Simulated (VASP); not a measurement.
Set up this calculation in VASP 6.6.1, as the native input.

| Item | Value |
| --- | --- |
| Task | band structure |
| Functional | PBE |
| Potentials or basis | VASP PAW PBE potentials, release 64 (Ga_d, N) |
| Cutoff | 520 eV |
| k mesh | 7 × 7 × 4 |
| Occupations | fermi-dirac, width 0.05 eV |
| Spin | no spin polarisation |
| Further INCAR settings | ALGO = Fast; EDIFF = 1e-06; NBANDS = 26 |

Crystal: GaN.

```
Ga N
1.0
     3.18000    0.00000    0.00000
    -1.59000    2.75396    0.00000
     0.00000    0.00000    5.16600
Ga N
2 2
Direct
  0.66667 0.33333 0.50000
  0.33333 0.66667 0.00000
  0.66667 0.33333 0.87500
  0.33333 0.66667 0.37500
```

The input as run:

POSCAR

```
GaN
1.0
    3.1800000000      0.0000000000      0.0000000000
   -1.5900000000      2.7539607840      0.0000000000
    0.0000000000      0.0000000000      5.1660000000
Ga N
2 2
Direct
    0.6666666667      0.3333333333      0.5000000000
    0.3333333333      0.6666666667      0.0000000000
    0.6666666667      0.3333333333      0.8750000000
    0.3333333333      0.6666666667      0.3750000000
```

INCAR.step1

```
SYSTEM = GaN
PREC = Accurate
ENCUT = 520
EDIFF = 1E-6
ISMEAR = -1
SIGMA = 0.05
LREAL = .False.
LASPH = .True.
NELM = 80
ALGO = Fast
ISIF = 2
LWAVE = .False.
LCHARG = .True.
GGA = PE
NBANDS = 26
```

KPOINTS.step1

```
Automatic mesh
0
Gamma
  7 7 4
  0 0 0
```

INCAR.step2

```
SYSTEM = GaN
PREC = Accurate
ENCUT = 520
EDIFF = 1E-6
ISMEAR = 0
SIGMA = 0.05
LREAL = .False.
LASPH = .True.
NELM = 80
ALGO = Fast
ISIF = 2
LWAVE = .False.
LCHARG = .False.
GGA = PE
NBANDS = 26
ICHARG = 11
```

KPOINTS.step2

```
path GMKGALHA,LM,KH
10
line-mode
reciprocal
 0.0000000000  0.0000000000  0.0000000000  G
 0.5000000000  0.0000000000  0.0000000000  M

 0.5000000000  0.0000000000  0.0000000000  M
 0.3333333333  0.3333333333  0.0000000000  K

 0.3333333333  0.3333333333  0.0000000000  K
 0.0000000000  0.0000000000  0.0000000000  G

 0.0000000000  0.0000000000  0.0000000000  G
 0.0000000000  0.0000000000  0.5000000000  A

 0.0000000000  0.0000000000  0.5000000000  A
 0.5000000000  0.0000000000  0.5000000000  L

 0.5000000000  0.0000000000  0.5000000000  L
 0.3333333333  0.3333333333  0.5000000000  H

 0.3333333333  0.3333333333  0.5000000000  H
 0.0000000000  0.0000000000  0.5000000000  A

 0.5000000000  0.0000000000  0.5000000000  L
 0.5000000000  0.0000000000  0.0000000000  M

 0.3333333333  0.3333333333  0.0000000000  K
 0.3333333333  0.3333333333  0.5000000000  H
```

Potentials or basis: VASP PAW PBE potentials, release 64 (Ga_d, N).

The run is started by

```console
$ cat potpaw_PBE.64/Ga_d/POTCAR potpaw_PBE.64/N/POTCAR > POTCAR
$ cp INCAR.step1 INCAR
$ cp KPOINTS.step1 KPOINTS
$ mpirun -np 1 vasp_std > vasp.out
$ cp INCAR.step2 INCAR
$ cp KPOINTS.step2 KPOINTS
$ mpirun -np 1 vasp_std > vasp.out
```

Results of the run:

- Band gap on the k mesh: 1.97 eV, direct
- Band gap along the path: 1.97 eV, direct

Caveat: the log is that of the step along the path at fixed density, whose energy, stress, charges and moments have no meaning.

Run time: 34 s on 1 thread of Intel(R) Xeon(R) 6975P-C (Granite Rapids), with other jobs on the host, peak memory 0.2 GiB.
